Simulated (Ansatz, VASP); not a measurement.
## Cs: VASP beside Ansatz

```
Cs
1.0
    -2.75008    2.75008    4.09724
     2.75008   -2.75008    4.09724
     2.75008    2.75008   -4.09724
Cs
1
Cartesian
  0.0000 0.0000 0.0000
```

This isn't the form of Cs at room conditions, which is bcc.

Alike in both runs: task single point; functional PBEsol; k mesh 6 × 6 × 6; occupations gaussian, width 0.1 eV; no spin polarisation.

|  | VASP | Ansatz |
| --- | --- | --- |
| version | VASP 6.6.1 | Ansatz 0.2.0 |
| potentials or method | VASP PAW PBE potentials, release 64 (Cs_sv) | scalar-relativistic, plane waves, PAW |
| plane-wave cutoff (eV) | 520 | 420 |
| valence electrons in the cell | 9 | 9 |

```tsv
	VASP	Ansatz	Ansatz less VASP
gap on the k mesh at the Fermi level (eV)	none	none	-
pressure (GPa)	-0.2	-0.2	+0.01
```

A gap of «none» marks a metal or a gap that the smearing closes. The functional is the same, so the differences come from potentials, cutoffs and numerics.

Caveats: the PAW data sets were made with another functional, which shifts forces and pressure a little (VASP). Spin-orbit coupling is left out, which matters for the levels of Cs.
